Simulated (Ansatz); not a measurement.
The parent structure is ZnTe in the zinc blende structure (space group F-43m, No. 216; a = 6.1791 Å).

The values are results of PBE (Ansatz, a first-principles code; PAW; 420 eV plane waves; scalar-relativistic without spin-orbit coupling), not measurements.

Before the change:

```
Item                                 Value
-------------  ---------------------------
Band gap                           1.08 eV
Electron mass              0.077 mₑ (at Γ)
Hole mass      0.078, 0.48, 0.48 mₑ (at Γ)
```

It is then changed as follows: the cell is scaled by 0.9803 in all directions; the atoms relax in the strained cell.

Task: What does the calculation give for the band gap after the change?

Result: The band gap increases by 0.28 eV, from 1.08 eV to 1.36 eV.

Task: How does this affect the electron mass?

Result: The electron mass changes from 0.077 mₑ (at Γ) to 0.090 mₑ (at Γ).

Task: What does the calculation give for the energy relative to the base after the change?

Result: The energy rises by 15 meV/atom.

Task: What does the calculation give for the hole mass after the change?

Result: The hole mass (degenerate bands, along [100]) becomes 0.091, 0.44, 0.44 mₑ (at Γ) (base: 0.078, 0.48, 0.48 mₑ (at Γ)).

With Te present, leaving out spin-orbit coupling can change the band edges. Effective masses come from finite differences of ±0.01 Å⁻¹. Stability against distortions was not tested.
